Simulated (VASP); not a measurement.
# C (a cell with a defect) in VASP: further runs

One crystal, C (a cell with a defect), is run at these levels: PBE; tasks: single point.

Program: VASP 6.6.1. These are calculated values, not measurements. Logs are shortened: lines on timing, memory, paths and dates and some standing lists are left out, and cuts for length are marked.

## (1) The crystal as given

The cell holds a defect, 17 atoms: a = 4.933 Å, b = 4.277 Å, c = 8.150 Å, α = 90.00°, β = 90.00°, γ = 90.00°.

## (2) Single point, PBE, collinear spin, typed start

Input file INCAR:

```
ALGO = Normal
EDIFF = 1E-6
ENCUT = 520
GGA = PE
ISIF = 2
ISMEAR = 0
ISPIN = 2
LASPH = True
LCHARG = True
LELF = True
LORBIT = 11
LREAL = Auto
LVHAR = True
LWAVE = False
MAGMOM = 0 0 0 0 0 0 0 0 0 0 0 0 0 0 0 0 1
NBANDS = 52
NELM = 150
PREC = Accurate
SIGMA = 0.05
```

Input file KPOINTS:

```
k-points
0
Gamma
  2 3 2
```

Input file POSCAR:

```
C
1.0
   -4.9334840000      0.0000000000      0.0000000000
    0.0000000000     -4.2770660000      0.0000000000
    0.0000000000      0.0000000000      8.1499030000
C
17
Direct
    0.4422196634      0.1953710537      0.2311187985
    0.5653122273      0.7856539418      0.7827247461
    0.4520979873      0.5326797268      0.2470961208
    0.5653053361      0.4501569582      0.7828835825
    0.1826928842      0.7037922924      0.2473627903
    0.3153350107      0.2856926861      0.7830972047
    0.1925139336      1.0411613361      0.2313123050
    0.3152966827     -0.0497875115      0.7831237219
   -0.0603479842      0.2028209779      0.2216919200
    0.0653500051      0.7857530857      0.7828836804
   -0.0631583921      0.5334476949      0.2132387236
    0.0653458391      0.4502392656      0.7826645855
    0.6980255269      0.7031560752      0.2131326824
    0.8153317066      0.2858153961      0.7822888892
    0.6951074911      1.0337498038      0.2215767992
    0.8153441560     -0.0499123171      0.7823173616
    0.3175904261      0.6177957342      0.4102537883
```

Potentials or basis: VASP PAW PBE potentials, release 64 (C).

Command:

```sh
$ cat potpaw_PBE.64/C/POTCAR > POTCAR
$ mpirun -np 1 vasp_std > vasp.out
```

OUTCAR:

```text
EDIFF = 1E-6
   ENCUT = 520
   GGA = PE
   ISIF = 2
   ISMEAR = 0
   ISPIN = 2
   LASPH = True
   LORBIT = 11
   LREAL = Auto
   NELM = 150
   PREC = Accurate

 ion  position               nearest neighbor table
   1  0.442  0.195  0.231-   7 1.40  15 1.43   3 1.45
   2  0.565  0.786  0.783-  16 1.42   8 1.42   4 1.43
   3  0.452  0.533  0.247-  13 1.44   1 1.45   5 1.52  17 1.53
   4  0.565  0.450  0.783-  14 1.42   6 1.42   2 1.43
   5  0.183  0.704  0.247-  11 1.44   7 1.45   3 1.52  17 1.53
   6  0.315  0.286  0.783-   4 1.42  12 1.42   8 1.43
   7  0.193  0.041  0.231-   1 1.40   9 1.43   5 1.45
   8  0.315  0.950  0.783-  10 1.42   2 1.42   6 1.43
   9  0.940  0.203  0.222-  15 1.41  11 1.42   7 1.43
  10  0.065  0.786  0.783-  16 1.42   8 1.42  12 1.44
  11  0.937  0.533  0.213-  13 1.38   9 1.42   5 1.44
  12  0.065  0.450  0.783-  14 1.42   6 1.42  10 1.44
  13  0.698  0.703  0.213-  11 1.38  15 1.42   3 1.44
  14  0.815  0.286  0.782-   4 1.42  12 1.42  16 1.44
  15  0.695  0.034  0.222-   9 1.41  13 1.42   1 1.43
  16  0.815  0.950  0.782-  10 1.42   2 1.42  14 1.44
  17  0.318  0.618  0.410-   5 1.53   3 1.53

  LATTYP: Found a simple orthorhombic cell.
 ALAT       =     4.2770660000
 B/A-ratio  =     1.1534739001
 C/A-ratio  =     1.9054891835

  Lattice vectors:

 A1 = (   0.0000000000,   4.2770660000,   0.0000000000)
 A2 = (  -4.9334840000,   0.0000000000,   0.0000000000)
 A3 = (   0.0000000000,   0.0000000000,   8.1499030000)

Analysis of symmetry for initial positions (statically):
=====================================================================
 Subroutine PRICEL returns:
 Original cell was already a primitive cell.

 Routine SETGRP: Setting up the symmetry group for a
 simple orthorhombic supercell.

 Subroutine GETGRP returns: Found  1 space group operations
 (whereof  1 operations were pure point group operations)
 out of a pool of  8 trial point group operations.

The static configuration has the point symmetry C_1 .

Analysis of symmetry for dynamics (positions and initial velocities):
=====================================================================
 Subroutine PRICEL returns:
 Original cell was already a primitive cell.

 Routine SETGRP: Setting up the symmetry group for a
 simple orthorhombic supercell.

 Subroutine GETGRP returns: Found  1 space group operations
 (whereof  1 operations were pure point group operations)
 out of a pool of  8 trial point group operations.

The dynamic configuration has the point symmetry C_1 .

Analysis of structural, dynamic, and magnetic symmetry:
=====================================================================
 Subroutine PRICEL returns:
 Original cell was already a primitive cell.

 Routine SETGRP: Setting up the symmetry group for a
 simple orthorhombic supercell.

 Subroutine GETGRP returns: Found  1 space group operations
 (whereof  1 operations were pure point group operations)
 out of a pool of  8 trial point group operations.

The overall configuration has the point symmetry C_1 .

 Subroutine INISYM returns: Found  1 space group operations
 (whereof  1 operations are pure point group operations),
 and found     1 'primitive' translations

----------------------------------------------------------------------------------------

                                     Primitive cell

  volume of cell :     171.9698

  direct lattice vectors                    reciprocal lattice vectors
    -4.933484000  0.000000000  0.000000000    -0.202696512  0.000000000  0.000000000
     0.000000000 -4.277066000  0.000000000     0.000000000 -0.233805137  0.000000000
     0.000000000  0.000000000  8.149903000     0.000000000  0.000000000  0.122700847

  length of vectors
     4.933484000  4.277066000  8.149903000     0.202696512  0.233805137  0.122700847

  position of ions in fractional coordinates (direct lattice)
     0.442219663  0.195371054  0.231118798
     0.565312227  0.785653942  0.782724746
     0.452097987  0.532679727  0.247096121
     0.565305336  0.450156958  0.782883582
     0.182692884  0.703792292  0.247362790
     0.315335011  0.285692686  0.783097205
[... 9 lines left out ...]
     0.815344156  0.950087683  0.782317362
     0.317590426  0.617795734  0.410253788

  ion indices of the primitive-cell ions
   primitive index   ion index
                 1           1
                 2           2
                 3           3
                 4           4
                 5           5
                 6           6
[... 9 lines left out ...]
                16          16
                17          17

----------------------------------------------------------------------------------------

 KPOINTS: k-points

Automatic generation of k-mesh.
 Grid dimensions read from file:
 generate k-points for:    2    3    2

 Generating k-lattice:

  Cartesian coordinates                     Fractional coordinates (reciprocal lattice)
    -0.101348256  0.000000000  0.000000000     0.500000000  0.000000000  0.000000000
     0.000000000 -0.077935046  0.000000000     0.000000000  0.333333333  0.000000000
     0.000000000  0.000000000  0.061350423     0.000000000  0.000000000  0.500000000

  Length of vectors
     0.101348256  0.077935046  0.061350423

  Shift w.r.t. Gamma in fractional coordinates (k-lattice)
     0.000000000  0.000000000  0.000000000

 Subroutine IBZKPT returns following result:
 ===========================================

 Found      8 irreducible k-points:

 Following reciprocal coordinates:
            Coordinates               Weight
  0.000000  0.000000  0.000000      1.000000
  0.500000  0.000000  0.000000      1.000000
  0.000000  0.333333  0.000000      2.000000
  0.500000  0.333333  0.000000      2.000000
  0.000000  0.000000  0.500000      1.000000
  0.500000  0.000000  0.500000      1.000000
  0.000000  0.333333  0.500000      2.000000
  0.500000  0.333333  0.500000      2.000000
   k-points           NKPTS =      8   k-points in BZ     NKDIM =      8   number of bands    NBANDS=     52
   number of dos      NEDOS =    301   number of ions     NIONS =     17
   total plane-waves  NPLWV =  81920
   dimension x,y,z NGX =    40 NGY =   32 NGZ =   64
   dimension x,y,z NGXF=    80 NGYF=   64 NGZF=  128
   ions per type =              17
   NGX,Y,Z   is equivalent  to a cutoff of  13.48, 12.44, 13.06 a.u.
   NGXF,Y,Z  is equivalent  to a cutoff of  26.96, 24.88, 26.11 a.u.
 SYSTEM =  unknown system
   PREC   = accura    normal or accurate (medium, high low for compatibility)
   ISTART =      0    job   : 0-new  1-cont  2-samecut
   ICHARG =      2    charge: 1-file 2-atom 10-const
   ISPIN  =      2    spin polarized calculation?
   LNONCOLLINEAR =      F non collinear calculations
   LSORBIT =      F    spin-orbit coupling
   LASPH  =      T    aspherical Exc in radial PAW
   ENCUT  =  520.0 eV  38.22 Ry    6.18 a.u.   9.17  7.95 15.15*2*pi/ulx,y,z
   NELM   =    150;   NELMIN=  2; NELMDL= -5     # of ELM steps
   EDIFF  = 0.1E-05   stopping-criterion for ELM
   LREAL  =      T    real-space projection
   EDIFFG = 0.1E-04   stopping-criterion for IOM
   NSW    =      0    number of steps for IOM
   IBRION =     -1    ionic relax: 0-MD 1-quasi-New 2-CG
   NFREE  =      0    steps in history (QN), initial steepest desc. (CG)
   ISIF   =      2    stress and relaxation
   ISYM   =      2    0-nonsym 1-usesym 2-fastsym
   POTIM  = 0.5000    time-step for ionic-motion
   TEBEG  =    0.0;   TEEND  =   0.0 temperature during run
   PSTRESS=    0.0 pullay stress
   NELECT =      68.0000    total number of electrons
   NUPDOWN=      -1.0000    fix difference up-down
   EMIN   =  10.00;   EMAX   =-10.00  energy-range for DOS
   EFERMI =   0.00;   METHOD = LEGACY
   ISMEAR =     0;   SIGMA  =   0.05  broadening in eV -4-tet -1-fermi 0-gaus
   EFERMI_NEDOS =   21; number of points for ismear=-14 and -15
   IALGO  =     38    algorithm
   IMIX   =      4    mixing-type and parameters
     AMIX     =   0.40;   BMIX     =  1.00
     AMIX_MAG =   1.60;   BMIX_MAG =  1.00
  volume/ion in A,a.u.               =      10.12        68.27
  Fermi-wavevector in a.u.,A,eV,Ry     =   1.201601  2.270697 19.644717  1.443846
  Thomas-Fermi vector in A             =   2.337406
   LORBIT       =     11    0 simple, 1 ext, 2 COOP (PROOUT), +10 PAW based schemes
   GGA     = PE    functional components
   LHFCALC =     F    Hartree Fock is set to
   AEXX    =    0.0000 exact exchange contribution
   IVDW    =     0    specifies the selected vdW correction
   LEPSILON=     F    determine dielectric tensor
   LRPA    =     F    only Hartree local field effects (RPA)
 spin polarized calculation
 Gauss-broadening in eV      SIGMA  =   0.05
  energy-cutoff  :      520.00
  volume of cell :      171.97
 maximum number of plane-waves:      4646
 NGX is ok and might be reduce to    40
   NGX = 19   NGY = 15   NGZ = 31

 number of electron      68.0000001 magnetization       0.0000500

 number of electron      68.0000001 magnetization      -0.0001451

 Free energy of the ion-electron system (eV)
  ---------------------------------------------------
  ext. energy  EPLUGINS =         0.00000000
  ---------------------------------------------------
  free energy    TOTEN  =      -150.43542908 eV

  energy without entropy =     -150.43542908  energy(sigma->0) =     -150.43542908

 E-fermi :   3.0300     XC(G=0):  -9.4151

 val. band max:        2.7100803572   @ k =   0.5000   0.0000   0.0000
 cond. band min:       3.3008404963   @ k =   0.0000   0.0000   0.0000
 fundamental gap:      0.5907601392
 Fermi energy:         3.0299942579

 spin component 1

 k-point     1 :       0.0000    0.0000    0.0000
  band No.  band energies     occupation
      1     -17.1738      1.00000
      2     -15.7042      1.00000
      3     -13.6141      1.00000
      4     -12.2906      1.00000
      5     -11.7984      1.00000
      6     -11.4259      1.00000
[... 38 lines left out ...]
     45      11.0124      0.00000
     46      11.1420      0.00000
[... 301 lines left out ...]
      5     -13.5662      1.00000
      6     -12.9784      1.00000
[... 38 lines left out ...]
     45      10.7349      0.00000
     46      10.9111      0.00000
 Fermi energy:         3.0299942579

 spin component 2

 k-point     1 :       0.0000    0.0000    0.0000
  band No.  band energies     occupation
      1     -17.1738      1.00000
      2     -15.7042      1.00000
      3     -13.6141      1.00000
      4     -12.2905      1.00000
      5     -11.7983      1.00000
      6     -11.4259      1.00000
[... 38 lines left out ...]
     45      11.0125      0.00000
     46      11.1420      0.00000
[... 301 lines left out ...]
      5     -13.5662      1.00000
      6     -12.9784      1.00000
[... 38 lines left out ...]
     45      10.7349      0.00000
     46      10.9111      0.00000
 [bands above 46 left out]

------------------------ aborting loop because EDIFF is reached ----------------------------------------

  FORCE on cell =-STRESS in cart. coord.  units (eV):
  Direction    XX          YY          ZZ          XY          YZ          ZX
  --------------------------------------------------------------------------------------
  -------------------------------------------------------------------------------------
  Total        4.8829795      4.2869099      1.3459332      1.3586735      0.0062674     -0.0030858
  in kB       45.4928733     39.9395184     12.5395504     12.6582472      0.0583912     -0.0287490
  external PRESSURE =      32.6573140 kB  Pullay stress =       0.0000000 kB

 VOLUME and BASIS-vectors are now :
 -----------------------------------------------------------------------------
  energy-cutoff  :      520.00
  volume of cell :      171.97
      direct lattice vectors                 reciprocal lattice vectors
    -4.933484000  0.000000000  0.000000000    -0.202696512  0.000000000  0.000000000
     0.000000000 -4.277066000  0.000000000     0.000000000 -0.233805137  0.000000000
     0.000000000  0.000000000  8.149903000     0.000000000  0.000000000  0.122700847

 POSITION                                       TOTAL-FORCE (eV/Angst)
 -----------------------------------------------------------------------------------
     -2.18168     -0.83561      1.88360        -0.004963     -0.005171     -0.001143
     -2.78896     -3.36029      6.37913        -0.001524     -0.001567     -0.004917
     -2.23042     -2.27831      2.01381        -0.034218      0.015845     -0.023766
     -2.78892     -1.92535      6.38043        -0.004218      0.000659      0.000653
     -0.90131     -3.01017      2.01598         0.028005     -0.024891     -0.034427
     -1.55570     -1.22193      6.38217        -0.005944      0.004889     -0.004097
[... 9 lines left out ...]
     -4.02249     -4.06359      6.37581         0.000342      0.001436     -0.003147
     -1.56683     -2.64235      3.34353        -0.001125      0.007664      0.091392
 -----------------------------------------------------------------------------------
    total drift:                               -0.023682     -0.021482     -0.016394

  FREE ENERGIE OF THE ION-ELECTRON SYSTEM (eV)
  ---------------------------------------------------
  free  energy   TOTEN  =      -150.4354290809 eV

  energy  without entropy=     -150.4354290809  energy(sigma->0) =     -150.43542908

 total charge

# of ion       s       p       d       tot
------------------------------------------
    1        0.863   1.775   0.000   2.638
    2        0.862   1.784   0.000   2.646
    3        0.845   1.815   0.000   2.660
    4        0.862   1.784   0.000   2.646
    5        0.845   1.815   0.000   2.660
    6        0.862   1.784   0.000   2.646
[... 9 lines left out ...]
   16        0.861   1.786   0.000   2.647
   17        0.999   1.272   0.000   2.271
--------------------------------------------------
tot         14.770  29.934   0.000  44.704

 magnetization (x)

# of ion       s       p       d       tot
------------------------------------------
    1        0.000   0.000   0.000   0.000
    2       -0.000  -0.000   0.000  -0.000
    3        0.000   0.000   0.000   0.000
    4       -0.000  -0.000   0.000  -0.000
    5        0.000   0.000   0.000   0.000
    6       -0.000  -0.000   0.000  -0.000
[... 9 lines left out ...]
   16       -0.000  -0.000   0.000  -0.000
   17       -0.000   0.000   0.000  -0.000
--------------------------------------------------
tot          0.000   0.000   0.000   0.000
```

It took 3.3 min on 1 thread of Intel Xeon 6975P-C (Granite Rapids), shared host; peak memory 0.35 GiB.

Results:

```yaml
Free_energy: -150.4354 eV
Pressure: 3.3 GPa
Largest_force: 0.092 eV/Å
Band_gap_on_the_k_mesh: 0.59 eV, indirect (least direct gap 0.91 eV)
Net_moment: 0.00 μB per cell
Valence_electrons_inside_the_program's_atomic_spheres: C 2.64, 2.65, 2.66, 2.67, 2.27
```

Forces on the atoms (eV/Å):
```
C   -0.005 -0.005 -0.001
C   -0.002 -0.002 -0.005
C   -0.034  0.016 -0.024
C   -0.004  0.001  0.001
C    0.028 -0.025 -0.034
C   -0.006  0.005 -0.004
C    0.000 -0.009 -0.001
C   -0.005 -0.004  0.000
C    0.000  0.001  0.001
C    0.000  0.005 -0.007
C    0.000  0.006 -0.001
C    0.002 -0.003 -0.001
C    0.021  0.007 -0.011
C    0.006 -0.001  0.001
C   -0.001 -0.002 -0.001
C    0.000  0.001 -0.003
C   -0.001  0.008  0.091
```

Stress tensor (GPa, compression positive):
```
4.55 1.27 0.00
1.27 3.99 0.01
0.00 0.01 1.25
```

Caveat: the k mesh is coarse (spacing up to 0.64 Å⁻¹), so the values aren't converged.

## (3) Single point, PBE, collinear spin, typed start

Input file INCAR:

```
PREC     = Accurate       # precision mode
ENCUT    = 520            # plane-wave cutoff, eV
EDIFF    = 1E-7           # SCF threshold, eV
ISMEAR   = 0              # smearing method
SIGMA    = 0.05           # smearing width, eV
LREAL    = Auto         
LASPH    = T              # aspherical terms in the spheres
NELM     = 150            # most SCF steps
ALGO     = Normal         # electronic algorithm
ISIF     = 2              # what is computed and relaxed
LWAVE    = F              # write WAVECAR
LCHARG   = F              # write CHGCAR
ISPIN    = 2              # spin polarisation
MAGMOM   = 0 0 0 0 0 0 0 0 0 0 0 0 0 0 0 0 1 # initial moments
LORBIT   = 11             # projections on sites
GGA      = PE             # functional
NBANDS   = 52             # bands
```

Input file KPOINTS:

```
Automatic mesh
0
Gamma
  2 3 2
```

Input file POSCAR:

```
C
1.0
   -4.9334840000      0.0000000000      0.0000000000
    0.0000000000     -4.2770660000      0.0000000000
    0.0000000000      0.0000000000      8.1499030000
C
17
Direct
    0.5453112427      0.1970236108      0.2218611208
    0.4510448498      0.7906308819      0.7822095896
    0.5482444354      0.5276478548      0.2134517892
    0.4510258441      0.4551833982      0.7821005090
    0.3023469057      0.6983373799      0.2470253665
    0.2010037267      0.2905984044      0.7827054830
    0.2923919560      1.0355084850      0.2311564361
    0.2010703939     -0.0448945861      0.7827014129
    0.0426953912      0.1896013770      0.2316726405
   -0.0489434624      0.7904632065      0.7825227557
    0.0331220006      0.5270010980      0.2479948820
   -0.0489131455      0.4550340035      0.7827818155
    0.7870697459      0.6973825116      0.2139608796
    0.7011136016      0.2906619432      0.7819683928
    0.7897734497      1.0279201408      0.2222003214
    0.7010822681     -0.0450241564      0.7818809886
    0.1687033866      0.6133582569      0.4106079369
```

Potentials or basis: VASP PAW PBE potentials, release 64 (C).

Command:

```sh
$ cat potpaw_PBE.64/C/POTCAR > POTCAR
$ mpirun -np 1 vasp_std > vasp.out
```

Wall time 3.8 min (1 thread of Intel Xeon 6975P-C (Granite Rapids), shared host); peak memory 0.35 GiB.

The run converged. Its results:

* Free energy: -150.4346 eV
* Pressure: 3.3 GPa
* Largest force: 0.080 eV/Å
* Band gap on the k mesh: 0.59 eV, indirect (least direct gap 0.92 eV)
* Net moment: 0.00 μB per cell
* Valence electrons inside the program's atomic spheres: C 2.67, 2.65, 2.66, 2.64, 2.27

Forces in eV/Å, atoms in the order of the input:
```
C    0.009 -0.014 -0.007
C    0.000 -0.009  0.003
C    0.000 -0.008 -0.013
C   -0.009  0.028 -0.005
C   -0.035  0.008 -0.023
C   -0.004  0.002  0.004
C   -0.001  0.005  0.001
C    0.007  0.007 -0.002
C   -0.001 -0.010  0.009
C   -0.001 -0.018 -0.002
C    0.052  0.005 -0.026
C    0.008  0.011 -0.002
C   -0.012  0.006 -0.016
C    0.006 -0.014  0.002
C   -0.023 -0.007 -0.003
C   -0.002  0.014  0.000
C    0.007 -0.005  0.080
```

Stress tensor (GPa, compression positive):
```
 4.62 -1.28  0.06
-1.28  4.04  0.01
 0.06  0.01  1.27
```

Levels at points of the mesh, in eV from the valence-band top:
Spin up:
```
           k point  band 32  band 33  band 34  band 35  band 36  band 37
(0.00, 0.00, 0.00)    -1.41    -1.30    -0.33     0.59     2.05     2.92
(0.50, 0.00, 0.00)    -0.65    -0.06     0.00     0.99     1.11     2.13
(0.00, 0.00, 0.50)    -1.37    -1.09    -0.42     0.63     2.03     2.87
(0.50, 0.00, 0.50)    -0.61    -0.04    -0.03     0.98     1.09     2.12
```
Spin down:
| k point | band 32 | band 33 | band 34 | band 35 | band 36 | band 37 |
| --- | --- | --- | --- | --- | --- | --- |
| (0.00, 0.00, 0.00) | -1.41 | -1.30 | -0.33 | 0.59 | 2.05 | 2.92 |
| (0.50, 0.00, 0.00) | -0.65 | -0.06 | 0.00 | 0.99 | 1.11 | 2.13 |
| (0.00, 0.00, 0.50) | -1.37 | -1.09 | -0.42 | 0.63 | 2.03 | 2.87 |
| (0.50, 0.00, 0.50) | -0.61 | -0.04 | -0.03 | 0.98 | 1.09 | 2.12 |

Caveat: the k mesh is coarse (spacing up to 0.64 Å⁻¹), so the values aren't converged.
